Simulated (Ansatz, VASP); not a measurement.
# Al35SiSbN35 (Sb_N-Si_Al): VASP beside Ansatz, part 2 of 2

Wanted: the spread between two codes on one cell, functional and k mesh. The structure shown is the start of the Ansatz relaxation below; VASP solves that cell, so the two are compared at the walk's first step.

VASP 6.6.1 and Ansatz 0.2.0.

So far: The starting structure; Ansatz: relaxation, r2SCAN.

## 3. VASP: single point, r2SCAN, start cell

Level of this step: r2SCAN, spin-polarised from a ferromagnetic start; plane waves and PAW (Al, N, Sb, Si) (VASP).

The same cell, functional and mesh now go to VASP, with its own data sets.

Lines of VASP's logs that name or quote its potential files are left out, and so is its time.

Contents of INCAR:

```
SYSTEM = Al35SiSbN35
PREC = Accurate
ENCUT = 580
EDIFF = 1E-06
NELM = 200
ISMEAR = 0
SIGMA = 0.01
LREAL = Auto
ALGO = Normal
METAGGA = R2SCAN
LASPH = .TRUE.
NELECT = 287
NBANDS = 200
ISPIN = 2
MAGMOM = -0 -0 0 0 -0 0 0 0 0 -0 -0 -0 -0 -0 0 0 0 0.01 -0 0 -0 0 0 0 -0 -0 -0 0 -0 0 0 -0 -0 0 0 -0 -0 0.01 0 0.02 0 0 0 0 0 -0 0 0.02 0.09 0 0.01 0.01 -0 0.05 0.02 0 0 0 0 -0 0 0 0.01 0.07 0 0.01 -0 -0 0 0 0.15 -0
LORBIT = 11
LWAVE = .FALSE.
LCHARG = .FALSE.
ISIF = 2
ISYM = 0
NUPDOWN = 1
GGA_COMPAT = .FALSE.
LMIXTAU = .TRUE.
NCORE = 2
```

Contents of POSCAR:

```
Al35SiSbN35
1.0
    9.3195655359      0.0000000860      0.0000000000
   -4.6597828424      8.0709804634      0.0000000000
    0.0000000000      0.0000000000      9.9564777190
Al N Sb Si
35 35 1 1
Direct
    0.2252868180      0.1168046416      0.2515703917
    0.1168859007      0.2266474313      0.5007124146
    0.2279132063      0.1138233433      0.7515819561
    0.1107439679      0.2254786762      0.9957594724
    0.2168327239      0.4399432011      0.2514108976
    0.1072318047      0.5565248251      0.4967880348
    0.2177997517      0.4441516118      0.7526252970
    0.1083529212      0.5586028874      0.0013489992
    0.2190699405      0.7800223293      0.2471727522
    0.1125899521      0.8863158600      0.5033657626
    0.2196353622      0.7813566158      0.7494514838
    0.1105169488      0.8907024398      0.0041933786
    0.5608844203      0.1165088871      0.2497190342
    0.4425992888      0.2183408782      0.5035147109
    0.5566600202      0.1160634642      0.7468714549
    0.4461634317      0.2193208086      0.0029008533
    0.5565346866      0.4410223725      0.2462575691
    0.4409068631      0.5540413562      0.5037172926
    0.5547231226      0.4422750084      0.7542995838
    0.4404219028      0.5544976825      0.0033151564
    0.5615444329      0.7804331804      0.2508467422
    0.4422571444      0.8868124504      0.5042091332
    0.5535150782      0.7757533277      0.7542491644
    0.4418988111      0.8917844610      0.9972064700
    0.8843487832      0.1121581112      0.2481754160
    0.7813527638      0.2202586093      0.4974821558
    0.8847659148      0.1119530555      0.7521829719
    0.7791224113      0.2206399757      0.9951770375
    0.8845309423      0.4443471199      0.2525920382
    0.8834045768      0.4441777477      0.7493087626
    0.7812249976      0.5580741960      0.0037072629
    0.8906478241      0.7797261996      0.2543117226
    0.7834908716      0.8905896830      0.4979888611
    0.8897045646      0.7729997553      0.7484975320
    0.7823057717      0.8899760030      0.0028471194
    0.2241254710      0.1142557568      0.4360827315
    0.1111455763      0.2244436099      0.1858199307
    0.2187202808      0.1093293417      0.9445407568
    0.1159073905      0.2213986266      0.6893942008
    0.2237372537      0.4496889811      0.4428621370
    0.1078473073      0.5559853615      0.1865910870
    0.2271441223      0.4454826767      0.9431417681
    0.1135535342      0.5575632367      0.6949542996
    0.2182872784      0.7799461304      0.4401575661
    0.1163299069      0.8898586761      0.1881697577
    0.2276223013      0.7780645745      0.9413753804
    0.1090156304      0.8928830919      0.6906447435
    0.5596803765      0.1133041959      0.4441432126
    0.4491911061      0.2211598664      0.1901303908
    0.5497817439      0.1100710077      0.9409679070
    0.4418248999      0.2209270571      0.6858475650
    0.4397324282      0.5509759294      0.1878890359
    0.5509789416      0.4456586122      0.9395570667
    0.4438052914      0.5550386328      0.6953899959
    0.5546147451      0.7794774106      0.4449273252
    0.4476905922      0.8911483548      0.1946338911
    0.5539958790      0.7819913555      0.9417303252
    0.4385411640      0.8843427381      0.6900953524
    0.8855930632      0.1096803453      0.4361510288
    0.7793040488      0.2183458306      0.1925959214
    0.8886196803      0.1162690119      0.9411920826
    0.7795527576      0.2272620955      0.6932341130
    0.8920869492      0.4493026516      0.4373665189
    0.7750898571      0.5572046610      0.1939511195
    0.8926773589      0.4429824777      0.9379654395
    0.7721901764      0.5549528900      0.6911030381
    0.8865988593      0.7763750578      0.4357384331
    0.7733995297      0.8829932083      0.1911633867
    0.8886816660      0.7771132581      0.9453898523
    0.7828833633      0.8925803953      0.6930354483
    0.5585453546      0.4413388148      0.4395028165
    0.7831077672      0.5581464301      0.5021603162
```

Contents of KPOINTS:

```
Points of the shifted mesh
1
Reciprocal
 0.2500000000  0.2500000000  0.2500000000 1
```

Potentials, in the order of the species: Al, N, Sb and Si (PBE family, release 64).

The run is started by

```console
$ mpirun -np 8 vasp_std
```

Numbers of over 12 decimals in the logs are rounded to 6 here.

The log of the run:

```text
[banner, memory and clock lines left out]
running    8 mpi-ranks, on    1 nodes
[...]
|                                                                             |
|               ----> ADVICE to this user running VASP <----                  |
|                                                                             |
|     You enforced a specific xc type in the INCAR file but a different       |
|     [... a line on the potential file left out ...]
|     I HOPE YOU KNOW WHAT YOU ARE DOING!                                     |
|                                                                             |

 LDA part: xc-table for (None), standard interpolation
 POSCAR, INCAR and KPOINTS ok, starting setup
[...]
entering main loop
       N       E                     dE             d eps       ncg     rms          rms(c)
DAV:   1     0.114082831245E+04    0.11408E+04   -0.14586E+05   800   0.147E+03
DAV:   2    -0.702364204943E+03   -0.18432E+04   -0.17617E+04  1000   0.292E+02
DAV:   3    -0.849446307092E+03   -0.14708E+03   -0.14575E+03   976   0.898E+01
DAV:   4    -0.851818372340E+03   -0.23721E+01   -0.23649E+01   960   0.119E+01
DAV:   5    -0.851865421386E+03   -0.47049E-01   -0.47004E-01   992   0.158E+00BRMIX: very serious problems
 the old and the new charge density differ
 old charge density:   289.00000 new  287.00000
    0.532E+01
DAV:   6    -0.728289183097E+03    0.12358E+03   -0.27994E+02   944   0.325E+01    0.262E+01
DAV:   7    -0.701721523533E+03    0.26568E+02   -0.17636E+01   928   0.107E+01    0.142E+01
DAV:   8    -0.724548953871E+03   -0.22827E+02   -0.59886E+00   864   0.819E+00    0.899E+00
DAV:   9    -0.695189755965E+03    0.29359E+02   -0.48534E+00   848   0.663E+00    0.269E+00
[...]
DAV:  21    -0.701675358571E+03   -0.37707E-04   -0.66099E-06   864   0.872E-03    0.344E-03
DAV:  22    -0.701675365271E+03   -0.67005E-05   -0.28557E-06   592   0.578E-03    0.124E-03
DAV:  23    -0.701675365624E+03   -0.35299E-06   -0.33266E-07   496   0.165E-03
   1 F= -.70167537E+03 E0= -.70167537E+03  d E =-.265933E-20  mag=     1.0000
```

Parts of OUTCAR (step 3):

```text
  FREE ENERGIE OF THE ION-ELECTRON SYSTEM (eV)
  ---------------------------------------------------
  free  energy   TOTEN  =      -701.6753656244 eV

  energy  without entropy=     -701.6753656244  energy(sigma->0) =     -701.67536562

 magnetization (x)
# of ion       s       p       d       tot
------------------------------------------
    1       -0.000  -0.000   0.000  -0.001
    2       -0.000   0.000   0.000   0.000
    3       -0.000   0.000   0.000  -0.000
    4       -0.000  -0.000   0.000  -0.001
    5       -0.001  -0.000   0.000  -0.001
    6       -0.000   0.001   0.000   0.000
    7       -0.001   0.001   0.000  -0.000
    8       -0.000  -0.000   0.000  -0.001
    9       -0.001  -0.000   0.000  -0.001
   10       -0.000   0.000   0.000   0.000
   11       -0.000  -0.000   0.000  -0.001
   12       -0.000  -0.000   0.000  -0.000
   13       -0.001  -0.001   0.000  -0.001
[...]
--------------------------------------------------
tot          0.007   0.757   0.000   0.764
```

The cell is charged against a uniform background.

The run ends at a pressure of 6.53 GPa, with forces up to 19 eV/Å.

## 4. Differences

Known differences besides the potentials themselves: VASP starts from the moments at which Ansatz ended; VASP keeps PBE cores, Ansatz makes them for the functional; fixed occupations in Ansatz, narrow Gaussian smearing in VASP; the cutoff is 500 eV in Ansatz and 580 eV in VASP (PREC = Accurate, projectors in real space). Total energies have different zeros and are not compared.

Forces on 8 of the 72 atoms, those with the largest forces and the largest differences (eV/Å; atoms numbered as in POSCAR):

```
atom          Ansatz x, y, z            VASP x, y, z
Al14  -0.119, -18.080, 4.988  -0.130, -17.824, 4.849
Al17  -1.200, 0.129, -18.369  -1.235, 0.110, -18.106
Al18   -13.013, 8.182, 5.227   -12.875, 8.112, 5.151
 N63    -1.857, 0.499, 1.804    -1.837, 0.484, 1.796
 N66    1.277, 0.107, -2.300    1.276, 0.096, -2.280
 N67    1.209, -1.661, 2.593    1.221, -1.637, 2.593
Sb71    -1.622, 1.872, 0.784    -1.858, 1.614, 0.640
Si72    14.956, 9.221, 5.907    15.050, 9.293, 5.935
```

The forces differ by 41 meV/Å r.m.s., which is 1.6 % of the r.m.s. force of 2.575 eV/Å (both taken over all components). Moments aren't recorded for both runs of this pair, so they may hold unlike magnetic states. The cell carries a charge of +2 e against a uniform background, so its pressure also hangs on how the neutralising background is counted, and in a defect's cell a gap may be the spacing between its levels.

## 5. Outcome

```yaml
r_m_s_force_difference_single_point_r2scan_start_cell: 1.6 % of the r.m.s. force
```

**Reading.** The r.m.s. force difference is 1.6 % of the r.m.s. force (single point, r2SCAN, start cell), within the 3 % picked in this series as the mark of a large difference. The data sets hold unlike numbers of valence electrons (297 in Ansatz and 287 in VASP), so part of the differences comes from the potentials. 1 further run of this series is not shown here. How closely two codes agree says nothing of how well the functional describes the real material.

[Lines on the potential files, build, host, timing and source positions are cut from VASP's logs without a mark.]

[Logs are printed without paths, hosts, clocks, repeated set-up lines and the standing remarks that a program may print on its own settings, such as how far it seeks lower states.]

[Hosts, paths, dates, database ids (printed as entryN), source tags and the programs' standing remarks are cut or masked in the printed files.]
